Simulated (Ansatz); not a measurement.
BeO:
```xyz
4
Lattice="2.6903 0.0000 0.0000 -1.3451 2.3298 0.0000 0.0000 0.0000 4.3694" Properties=species:S:1:pos:R:3 pbc="T T T"
Be     0.0000     1.5532     4.3689
Be     1.3451     0.7766     2.1842
O      0.0000     1.5532     1.6499
O      1.3451     0.7766     3.8346
```

Relaxed with r²SCAN.

Task: Which orbitals make up the states near the band edges in r²SCAN (plane waves, PAW; program Ansatz)?

Result: Top 1 eV of the valence band: O 2p 97 %. Bottom 1 eV of the conduction band: Be 2s 53 %, O 2s 35 %, O 2p 5 %, outside the projected shells 6 %. Projections are on Löwdin-orthogonalised atomic valence shells; empty p or d shells of many metals are not among them.

Task: Tabulate the density of states.

Result: States/eV per cell of 4 atoms, in 0.25 eV bins, energy from the valence-band maximum.

```tsv
E (eV)	total	O 2p	Be 2s	O 2s
-6.50	0.00	0.00	0.00	0.00
-6.25	0.07	0.06	0.01	0.00
-6.00	0.17	0.15	0.01	0.00
-5.75	1.24	1.10	0.10	0.01
-5.50	1.84	1.65	0.12	0.02
-5.25	2.13	1.90	0.14	0.03
-5.00	2.03	1.79	0.15	0.03
-4.75	1.61	1.40	0.13	0.04
-4.50	1.53	1.34	0.11	0.04
-4.25	1.73	1.52	0.12	0.05
-4.00	1.34	1.17	0.09	0.04
-3.75	1.14	1.01	0.07	0.03
-3.50	2.00	1.81	0.10	0.03
-3.25	1.68	1.53	0.07	0.02
-3.00	1.81	1.66	0.06	0.02
-2.75	2.33	2.16	0.07	0.02
-2.50	2.42	2.26	0.05	0.02
-2.25	2.45	2.30	0.04	0.02
-2.00	2.65	2.51	0.03	0.01
-1.75	3.09	2.94	0.03	0.01
-1.50	3.74	3.58	0.02	0.01
-1.25	4.24	4.08	0.01	0.01
-1.00	2.79	2.69	0.01	0.01
-0.75	1.84	1.79	0.00	0.00
-0.50	1.25	1.22	0.00	0.00
-0.25	0.77	0.76	0.00	0.00
0.00	0.11	0.11	0.00	0.00
0.25	0.00	0.00	0.00	0.00
0.50	0.00	0.00	0.00	0.00
0.75	0.00	0.00	0.00	0.00
1.00	0.00	0.00	0.00	0.00
1.25	0.00	0.00	0.00	0.00
1.50	0.00	0.00	0.00	0.00
1.75	0.00	0.00	0.00	0.00
2.00	0.00	0.00	0.00	0.00
2.25	0.00	0.00	0.00	0.00
2.50	0.00	0.00	0.00	0.00
2.75	0.00	0.00	0.00	0.00
3.00	0.00	0.00	0.00	0.00
3.25	0.00	0.00	0.00	0.00
3.50	0.00	0.00	0.00	0.00
3.75	0.00	0.00	0.00	0.00
4.00	0.00	0.00	0.00	0.00
4.25	0.00	0.00	0.00	0.00
4.50	0.00	0.00	0.00	0.00
4.75	0.00	0.00	0.00	0.00
5.00	0.00	0.00	0.00	0.00
5.25	0.00	0.00	0.00	0.00
5.50	0.00	0.00	0.00	0.00
5.75	0.00	0.00	0.00	0.00
6.00	0.00	0.00	0.00	0.00
6.25	0.00	0.00	0.00	0.00
6.50	0.00	0.00	0.00	0.00
6.75	0.00	0.00	0.00	0.00
7.00	0.00	0.00	0.00	0.00
7.25	0.00	0.00	0.00	0.00
7.50	0.00	0.00	0.00	0.00
7.75	0.00	0.00	0.00	0.00
8.00	0.00	0.00	0.00	0.00
8.25	0.00	0.00	0.00	0.00
8.50	0.00	0.00	0.00	0.00
8.75	0.03	0.00	0.02	0.01
9.00	0.07	0.00	0.04	0.03
9.25	0.11	0.01	0.06	0.04
9.50	0.15	0.01	0.08	0.05
9.75	0.22	0.02	0.11	0.06
10.00	0.63	0.03	0.19	0.08
10.25	1.40	0.07	0.38	0.13
10.50	1.97	0.09	0.45	0.14
10.75	2.03	0.10	0.41	0.11
11.00	1.59	0.08	0.34	0.08
11.25	1.49	0.07	0.28	0.06
11.50	1.15	0.05	0.20	0.04
11.75	1.06	0.05	0.20	0.03
```

Space group P6_3mc (wurtzite). The r²SCAN relaxation kept the symmetry of its start; phonons on a q-mesh show no instability.

Potentials: the earlier of the program's two PAW sets.
